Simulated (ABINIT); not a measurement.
HgTe (Coloradoite):

```
Hg Te
1.0
     0.00000    3.21450    3.21450
     3.21450    0.00000    3.21450
     3.21450    3.21450    0.00000
Hg Te
1 1
Direct
  0.00000 0.00000 0.00000
  0.75000 0.75000 0.75000
```

Base run:

* Program: ABINIT 10.8.3 (patched build)
* Functional: r2SCAN
* Potentials or basis: JTH PAW PBE v2.0
* Cutoff: 653 eV
* k mesh: 6 × 6 × 6
* Occupations: fermi-dirac, width 0.05 eV
* Spin: no spin polarisation

Its results: band gap on the k mesh none (metal or under the smearing width); pressure 3.5 GPa.

Q: The run is repeated on the same cell with these changes: k mesh from 6 × 6 × 6 to 3 × 3 × 3. What comes out?

A: Band gap on the k mesh none (metal or under the smearing width); pressure 4.9 GPa.

Caveats: some runs use coarse meshes; the PAW data sets were made with another functional, which shifts forces and pressure a little.
